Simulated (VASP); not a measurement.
**S: single point with rev-vdW-DF2**

Molecule: S, in a box.

```
CELL_PARAMETERS angstrom
10.50000 0.00000 0.00000
0.00000 11.00000 0.00000
0.00000 0.00000 11.50000
ATOMIC_POSITIONS crystal
S 0.50000 0.50455 0.50000
```

```
Program                : VASP 6.6.1
Task                   : single point
Functional             : rev-vdW-DF2
Potentials or basis    : VASP PAW PBE potentials, release 64 (S)
Cutoff                 : 400 eV
k mesh                 : 1 × 1 × 1
Occupations            : gaussian, width 0.01 eV
Spin                   : collinear spin, ferromagnetic start
Starting moments       : [2.1] μB
Fixed moment           : 2 μB
Further INCAR settings : ALGO = Normal; EDIFF = 1e-06; NBANDS = 13; ISYM = 0
```

```json
{
 "Net moment": "2.00 μB per cell",
 "Site moments": "S +1.12 μB",
 "Valence electrons inside the program's atomic spheres": "S 3.49"
}
```

Wall time 9.3 min on 1 thread of Intel(R) Xeon(R) 6975P-C (Granite Rapids), on a shared host, peak memory 2.8 GiB.

Caveat: the total moment is fixed, so each spin has its own Fermi level.
